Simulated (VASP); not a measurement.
# AlN (Fm-3m) in VASP: notebook

Runs on AlN. Level: PBEsol. Tasks: relaxation of cell and atoms.

Everything below comes from runs of VASP 6.6.1. Logs are shortened: lines on timing, memory, paths and dates and some standing lists are left out, and cuts for length are marked.

**1. The structure**

The structure is cubic, space group Fm-3m (No. 225). The conventional cell has a = 3.957 Å, b = 3.957 Å, c = 3.957 Å, α = 90.00°, β = 90.00°, γ = 90.00°. Al (site symmetry m-3m) is surrounded by 6 N at 1.98 Å. N (site symmetry m-3m) has 6 Al at 1.98 Å as nearest neighbours.

Measurements of this composition are mostly on another form, of space group No. 186.

**2. Relaxation of cell and atoms, PBEsol, target pressure 20 GPa, at which the enthalpy is minimised**

Input file INCAR:

```
PREC = Accurate
ENCUT = 520
EDIFF = 1E-7
ISMEAR = 0
SIGMA = 0.1
LREAL = F
LASPH = T
NELM = 100
ALGO = Normal
ISIF = 3
LWAVE = F
LCHARG = F
GGA = PS
IBRION = 2
NSW = 80
EDIFFG = -0.002
PSTRESS = 200.0
```

Input file KPOINTS:

```
regular mesh
0
Gamma
  4 4 4
```

Input file POSCAR:

```
AlN                                     
1.0
    0.0000000000      1.9784441498      1.9784441498
    1.9784441498      0.0000000000      1.9784441498
    1.9784441498      1.9784441498      0.0000000000
  Al              N             
     1     1
Direct
     0.5000000000000000    0.5000000000000000    0.5000000000000000
     0.0000000000000000    0.0000000000000000    0.0000000000000000
```

Potentials or basis: VASP PAW PBE potentials, release 64 (Al, N).

Run with:

```
> cat potpaw_PBE.64/Al/POTCAR potpaw_PBE.64/N/POTCAR > POTCAR
> mpirun -np 1 vasp_std > vasp.out
```

OUTCAR:

```text
PREC = Accurate
   ENCUT = 520
   EDIFF = 1E-7
   ISMEAR = 0
   LREAL = F
   LASPH = T
   NELM = 100
   ISIF = 3
   GGA = PS
   IBRION = 2
   NSW = 80
   EDIFFG = -0.002
   PSTRESS = 200.0

 ion  position               nearest neighbor table
   1  0.500  0.500  0.500-   2 1.98   2 1.98   2 1.98   2 1.98   2 1.98   2 1.98
   2  0.000  0.000  0.000-   1 1.98   1 1.98   1 1.98   1 1.98   1 1.98   1 1.98

  LATTYP: Found a face centered cubic cell.
 ALAT       =     3.9568882996

  Lattice vectors:

 A1 = (   0.0000000000,   1.9784441498,   1.9784441498)
 A2 = (   1.9784441498,   0.0000000000,   1.9784441498)
 A3 = (   1.9784441498,   1.9784441498,   0.0000000000)

Analysis of symmetry for initial positions (statically):
=====================================================================
 Subroutine PRICEL returns:
 Original cell was already a primitive cell.

 Routine SETGRP: Setting up the symmetry group for a
 face centered cubic supercell.

 Subroutine GETGRP returns: Found 48 space group operations
 (whereof 48 operations were pure point group operations)
 out of a pool of 48 trial point group operations.

The static configuration has the point symmetry O_h .

Analysis of symmetry for dynamics (positions and initial velocities):
=====================================================================
 Subroutine PRICEL returns:
 Original cell was already a primitive cell.

 Routine SETGRP: Setting up the symmetry group for a
 face centered cubic supercell.

 Subroutine GETGRP returns: Found 48 space group operations
 (whereof 48 operations were pure point group operations)
 out of a pool of 48 trial point group operations.

The dynamic configuration has the point symmetry O_h .

 Subroutine INISYM returns: Found 48 space group operations
 (whereof 48 operations are pure point group operations),
 and found     1 'primitive' translations

----------------------------------------------------------------------------------------

                                     Primitive cell

  volume of cell :      15.4882

  direct lattice vectors                    reciprocal lattice vectors
     0.000000000  1.978444150  1.978444150    -0.252723839  0.252723839  0.252723839
     1.978444150  0.000000000  1.978444150     0.252723839 -0.252723839  0.252723839
     1.978444150  1.978444150  0.000000000     0.252723839  0.252723839 -0.252723839

  length of vectors
     2.797942549  2.797942549  2.797942549     0.437730529  0.437730529  0.437730529

  position of ions in fractional coordinates (direct lattice)
     0.500000000  0.500000000  0.500000000
     0.000000000  0.000000000  0.000000000

  ion indices of the primitive-cell ions
   primitive index   ion index
                 1           1
                 2           2

----------------------------------------------------------------------------------------

 KPOINTS: regular mesh

Automatic generation of k-mesh.
 Grid dimensions read from file:
 generate k-points for:    4    4    4

 Generating k-lattice:

  Cartesian coordinates                     Fractional coordinates (reciprocal lattice)
    -0.063180960  0.063180960  0.063180960     0.250000000  0.000000000  0.000000000
     0.063180960 -0.063180960  0.063180960     0.000000000  0.250000000  0.000000000
     0.063180960  0.063180960 -0.063180960     0.000000000  0.000000000  0.250000000

  Length of vectors
     0.109432632  0.109432632  0.109432632

  Shift w.r.t. Gamma in fractional coordinates (k-lattice)
     0.000000000  0.000000000  0.000000000

 Subroutine IBZKPT returns following result:
 ===========================================

 Found      8 irreducible k-points:

 Following reciprocal coordinates:
            Coordinates               Weight
  0.000000  0.000000  0.000000      1.000000
  0.250000  0.000000  0.000000      8.000000
  0.500000  0.000000  0.000000      4.000000
  0.250000  0.250000  0.000000      6.000000
  0.500000  0.250000  0.000000     24.000000
 -0.250000  0.250000  0.000000     12.000000
  0.500000  0.500000  0.000000      3.000000
 -0.250000  0.500000  0.250000      6.000000
   k-points           NKPTS =      8   k-points in BZ     NKDIM =      8   number of bands    NBANDS=      8
   number of dos      NEDOS =    301   number of ions     NIONS =      2
   total plane-waves  NPLWV =  13824
   dimension x,y,z NGX =    24 NGY =   24 NGZ =   24
   dimension x,y,z NGXF=    48 NGYF=   48 NGZF=   48
   ions per type =               1   1
   NGX,Y,Z   is equivalent  to a cutoff of  14.26, 14.26, 14.26 a.u.
   NGXF,Y,Z  is equivalent  to a cutoff of  28.52, 28.52, 28.52 a.u.
 SYSTEM =  unknown system
   PREC   = accura    normal or accurate (medium, high low for compatibility)
   ISTART =      0    job   : 0-new  1-cont  2-samecut
   ICHARG =      2    charge: 1-file 2-atom 10-const
   ISPIN  =      1    spin polarized calculation?
   LNONCOLLINEAR =      F non collinear calculations
   LSORBIT =      F    spin-orbit coupling
   LASPH  =      T    aspherical Exc in radial PAW
   ENCUT  =  520.0 eV  38.22 Ry    6.18 a.u.   5.20  5.20  5.20*2*pi/ulx,y,z
   NELM   =    100;   NELMIN=  2; NELMDL= -5     # of ELM steps
   EDIFF  = 0.1E-06   stopping-criterion for ELM
   LREAL  =      F    real-space projection
   EDIFFG = -.2E-02   stopping-criterion for IOM
   NSW    =     80    number of steps for IOM
   IBRION =      2    ionic relax: 0-MD 1-quasi-New 2-CG
   NFREE  =      1    steps in history (QN), initial steepest desc. (CG)
   ISIF   =      3    stress and relaxation
   ISYM   =      2    0-nonsym 1-usesym 2-fastsym
   POTIM  = 0.5000    time-step for ionic-motion
   TEBEG  =    0.0;   TEEND  =   0.0 temperature during run
   PSTRESS=  200.0 pullay stress
   NELECT =       8.0000    total number of electrons
   NUPDOWN=      -1.0000    fix difference up-down
   EMIN   =  10.00;   EMAX   =-10.00  energy-range for DOS
   EFERMI =   0.00;   METHOD = LEGACY
   ISMEAR =     0;   SIGMA  =   0.10  broadening in eV -4-tet -1-fermi 0-gaus
   EFERMI_NEDOS =   21; number of points for ismear=-14 and -15
   IALGO  =     38    algorithm
   IMIX   =      4    mixing-type and parameters
     AMIX     =   0.40;   BMIX     =  1.00
     AMIX_MAG =   1.60;   BMIX_MAG =  1.00
  volume/ion in A,a.u.               =       7.74        52.26
  Fermi-wavevector in a.u.,A,eV,Ry     =   1.313523  2.482199 23.474714  1.725343
  Thomas-Fermi vector in A             =   2.443840
   LORBIT       =      0    0 simple, 1 ext, 2 COOP (PROOUT), +10 PAW based schemes
   GGA     = PS    functional components
   LHFCALC =     F    Hartree Fock is set to
   AEXX    =    0.0000 exact exchange contribution
   IVDW    =     0    specifies the selected vdW correction
   LEPSILON=     F    determine dielectric tensor
   LRPA    =     F    only Hartree local field effects (RPA)
 conjugate gradient relaxation of ions
 non-spin polarized calculation
 Gauss-broadening in eV      SIGMA  =   0.10
  energy-cutoff  :      520.00
  volume of cell :       15.49
 maximum number of plane-waves:       444
 NGX is ok and might be reduce to    24
   NGX = 11   NGY = 11   NGZ = 11

 number of electron       8.0000000 magnetization

 Free energy of the ion-electron system (eV)
  ---------------------------------------------------
  ext. energy  EPLUGINS =         0.00000000
  ---------------------------------------------------
  free energy    TOTEN  =       -15.29938078 eV

  energy without entropy =      -15.29938078  energy(sigma->0) =      -15.29938078

 E-fermi :  11.3400     XC(G=0): -12.7539

 val. band max:       10.8056357848   @ k =   0.0000   0.0000   0.0000
 cond. band min:      15.7686539545   @ k =   0.5000   0.5000   0.0000
 fundamental gap:      4.9630181697
 Fermi energy:        11.3399847683

 k-point     1 :       0.0000    0.0000    0.0000
  band No.  band energies     occupation
      1      -7.3747      2.00000
      2      10.8056      2.00000
      3      10.8056      2.00000
      4      10.8056      2.00000
      5      17.4205      0.00000
      6      22.9802      0.00000
      7      22.9802      0.00000
      8      22.9802      0.00000

 k-point     2 :       0.2500    0.0000    0.0000
  band No.  band energies     occupation
      1      -6.0535      2.00000
      2       6.2753      2.00000
      3      10.1348      2.00000
      4      10.1348      2.00000
      5      18.1500      0.00000
      6      22.4289      0.00000
      7      23.4305      0.00000
      8      23.4305      0.00000

 k-point     3 :       0.5000    0.0000    0.0000
  band No.  band energies     occupation
      1      -3.7946      2.00000
      2       1.9767      2.00000
      3       9.5822      2.00000
      4       9.5822      2.00000
      5      17.2269      0.00000
      6      22.1838      0.00000
      7      22.1838      0.00000
      8      25.0239      0.00000

 k-point     4 :       0.2500    0.2500    0.0000
  band No.  band energies     occupation
      1      -5.6314      2.00000
      2       6.8422      2.00000
      3       9.0395      2.00000
      4       9.0395      2.00000
      5      18.0476      0.00000
      6      19.2301      0.00000
      7      22.6341      0.00000
      8      26.2530      0.00000

 k-point     5 :       0.5000    0.2500    0.0000
  band No.  band energies     occupation
      1      -3.4196      2.00000
      2       3.5272      2.00000
      3       6.6693      2.00000
      4       8.5804      2.00000
      5      17.6277      0.00000
      6      20.6077      0.00000
      7      23.0367      0.00000
      8      25.2417      0.00000

 k-point     6 :      -0.2500    0.2500    0.0000
  band No.  band energies     occupation
      1      -4.2067      2.00000
      2       4.5822      2.00000
      3       6.3037      2.00000
      4       9.5312      2.00000
      5      19.5278      0.00000
      6      21.6016      0.00000
      7      22.2019      0.00000
      8      23.9296      0.00000

 k-point     7 :       0.5000    0.5000    0.0000
  band No.  band energies     occupation
      1      -2.6977      2.00000
      2       2.8789      2.00000
      3       7.7959      2.00000
      4       7.7959      2.00000
      5      15.7687      0.00000
      6      15.9457      0.00000
      7      25.5732      0.00000
      8      28.9799      0.00000

 k-point     8 :      -0.2500    0.5000    0.2500
  band No.  band energies     occupation
      1      -2.5135      2.00000
      2       4.6502      2.00000
      3       4.6502      2.00000
      4       6.6627      2.00000
      5      19.5257      0.00000
      6      21.7384      0.00000
      7      21.7384      0.00000
      8      23.7436      0.00000

------------------------ aborting loop because EDIFF is reached ----------------------------------------

  FORCE on cell =-STRESS in cart. coord.  units (eV):
  Direction    XX          YY          ZZ          XY          YZ          ZX
  --------------------------------------------------------------------------------------
  -------------------------------------------------------------------------------------
  Total        1.9349106      1.9349106      1.9349106      0.0000000      0.0000000      0.0000000
  in kB      200.1566848    200.1566848    200.1566848      0.0000000      0.0000000      0.0000000
  external PRESSURE =       0.1566848 kB  Pullay stress =     200.0000000 kB

 VOLUME and BASIS-vectors are now :
 -----------------------------------------------------------------------------
  energy-cutoff  :      520.00
  volume of cell :       15.49
      direct lattice vectors                 reciprocal lattice vectors
     0.000000000  1.978444150  1.978444150    -0.252723839  0.252723839  0.252723839
     1.978444150  0.000000000  1.978444150     0.252723839 -0.252723839  0.252723839
     1.978444150  1.978444150  0.000000000     0.252723839  0.252723839 -0.252723839

 POSITION                                       TOTAL-FORCE (eV/Angst)
 -----------------------------------------------------------------------------------
      1.97844      1.97844      1.97844         0.000000      0.000000      0.000000
      0.00000      0.00000      0.00000         0.000000     -0.000000     -0.000000
 -----------------------------------------------------------------------------------
    total drift:                                0.000000     -0.000000     -0.000000

  FREE ENERGIE OF THE ION-ELECTRON SYSTEM (eV)
  ---------------------------------------------------
  free  energy   TOTEN  =       -15.2993807796 eV

  energy  without entropy=      -15.2993807796  energy(sigma->0) =      -15.29938078

  enthalpy is  TOTEN    =       -13.3659848777 eV   P V=        1.9333959018

 reached required accuracy - stopping structural energy minimisation
```

It took 1.4 s on 1 thread of Intel Xeon 6975P-C (Granite Rapids), shared host; peak memory 0.12 GiB.

What came out:

* Free energy: -15.2994 eV
* Pressure after relaxing: 20.0 GPa
* Band gap on the k mesh: 4.96 eV, indirect (least direct gap 6.61 eV)

Final structure:
```yaml
crystal:
  lattice:
    - [0.00000, 1.97844, 1.97844]
    - [1.97844, 0.00000, 1.97844]
    - [1.97844, 1.97844, 0.00000]
  atoms:
    - { symbol: Al, position: [0.50000, 0.50000, 0.50000] }
    - { symbol: N, position: [0.00000, 0.00000, 0.00000] }
```

Caveat: the k mesh is coarse (spacing up to 0.69 Å⁻¹), so the values aren't converged; the relaxation stopped at its first step, so nothing moved; the cell is relaxed towards a set pressure, so the enthalpy falls and the energy may rise; the PAW data sets were made with another functional, which shifts forces and pressure a little. A k mesh can miss the band edges.

**3. Relaxation of cell and atoms, PBEsol, target pressure 12 GPa, at which the enthalpy is minimised**

INCAR, as its differences from that of step 2:

```diff
@@ -16,2 +16,2 @@
 EDIFFG = -0.002
-PSTRESS = 200.0
+PSTRESS = 120.0
```

KPOINTS is that of step 2.

POSCAR is that of step 2.

Potentials or basis: VASP PAW PBE potentials, release 64 (Al, N).

Run with:

```
> cat potpaw_PBE.64/Al/POTCAR potpaw_PBE.64/N/POTCAR > POTCAR
> mpirun -np 1 vasp_std > vasp.out
```

OUTCAR:

```text
PREC = Accurate
   ENCUT = 520
   EDIFF = 1E-7
   ISMEAR = 0
   LREAL = F
   LASPH = T
   NELM = 100
   ISIF = 3
   GGA = PS
   IBRION = 2
   NSW = 80
   EDIFFG = -0.002
   PSTRESS = 120.0

 ion  position               nearest neighbor table
   1  0.500  0.500  0.500-   2 1.98   2 1.98   2 1.98   2 1.98   2 1.98   2 1.98
   2  0.000  0.000  0.000-   1 1.98   1 1.98   1 1.98   1 1.98   1 1.98   1 1.98

  LATTYP: Found a face centered cubic cell.
 ALAT       =     3.9568882996

  Lattice vectors:

 A1 = (   0.0000000000,   1.9784441498,   1.9784441498)
 A2 = (   1.9784441498,   0.0000000000,   1.9784441498)
[... 165 lines left out ...]

  FORCE on cell =-STRESS in cart. coord.  units (eV):
  Direction    XX          YY          ZZ          XY          YZ          ZX
  --------------------------------------------------------------------------------------
  -------------------------------------------------------------------------------------
  Total        1.9349106      1.9349106      1.9349106      0.0000000      0.0000000      0.0000000
  in kB      200.1566848    200.1566848    200.1566848      0.0000000      0.0000000      0.0000000
  external PRESSURE =      80.1566848 kB  Pullay stress =     120.0000000 kB
[... 63 lines left out ...]
--------------------------------------- Ionic step        3  -------------------------------------------

 number of electron       7.9999999 magnetization

 Free energy of the ion-electron system (eV)
  ---------------------------------------------------
  ext. energy  EPLUGINS =         0.00000000
  ---------------------------------------------------
  free energy    TOTEN  =       -15.33768000 eV

  energy without entropy =      -15.33768000  energy(sigma->0) =      -15.33768000

 E-fermi :  10.9173     XC(G=0): -12.6358

 val. band max:       10.4717983825   @ k =   0.0000   0.0000   0.0000
 cond. band min:      15.3654216282   @ k =   0.5000   0.5000   0.0000
 fundamental gap:      4.8936232457
 Fermi energy:        10.9172914307

 k-point     1 :       0.0000    0.0000    0.0000
  band No.  band energies     occupation
      1      -7.4742      2.00000
      2      10.4718      2.00000
      3      10.4718      2.00000
      4      10.4718      2.00000
      5      16.7132      0.00000
      6      22.5705      0.00000
      7      22.5705      0.00000
      8      22.5705      0.00000
[... 108 lines left out ...]
  energy  without entropy=      -15.3376800042  energy(sigma->0) =      -15.33768000

  enthalpy is  TOTEN    =       -14.1487437637 eV   P V=        1.1889362404

 reached required accuracy - stopping structural energy minimisation
```

It took 2.8 s on 1 thread of Intel Xeon 6975P-C (Granite Rapids), shared host; peak memory 0.13 GiB.

Results:

```
Free energy                                            : -15.3377 eV
Relaxed volume                                         : 7.94 Å³/atom
Relaxed cell                                           : a = 2.821 Å, b = 2.821 Å, c = 2.821 Å, α = 60.00°, β = 60.00°, γ = 60.00°
Space group after relaxing (to 0.05 Å)                 : Fm-3m (No. 225)
Energy change on relaxing (the enthalpy is what falls) : -19.1 meV/atom
Ionic steps                                            : 3
Pressure after relaxing                                : 12.0 GPa
Band gap on the k mesh                                 : 4.89 eV, indirect (least direct gap 6.24 eV)
```

The path:
| step | energy change (eV) | largest force (eV/Å) | pressure (GPa) | volume (Å³) |
| --- | --- | --- | --- | --- |
| 1 | 0.0000 | 0.0000 | 20.02 | 15.49 |
| 2 | -0.0609 | 0.0000 | 2.81 | 16.37 |
| 3 | -0.0383 | 0.0000 | 11.97 | 15.87 |

Final structure:
```
Al N
1.0
     0.00000    1.99474    1.99474
     1.99474    0.00000    1.99474
     1.99474    1.99474    0.00000
Al N
1 1
Direct
  0.50000 0.50000 0.50000
  0.00000 0.00000 0.00000
```

Levels at points of the mesh, in eV from the valence-band top:
```
           k point  band 1  band 2  band 3  band 4  band 5  band 6  band 7  band 8
(0.00, 0.00, 0.00)  -17.95    0.00    0.00    0.00    6.24   12.10   12.10   12.10
(0.50, 0.00, 0.00)  -14.47   -8.66   -1.17   -1.17    6.26   11.17   11.17   13.85
(0.50, 0.50, 0.00)  -13.41   -7.75   -2.94   -2.94    4.89    5.01   14.46   17.77
```

Caveat: the k mesh is coarse (spacing up to 0.69 Å⁻¹), so the values aren't converged; the cell is relaxed towards a set pressure, so the enthalpy falls and the energy may rise; the PAW data sets were made with another functional, which shifts forces and pressure a little.

(Continued in part 2 of 2.)
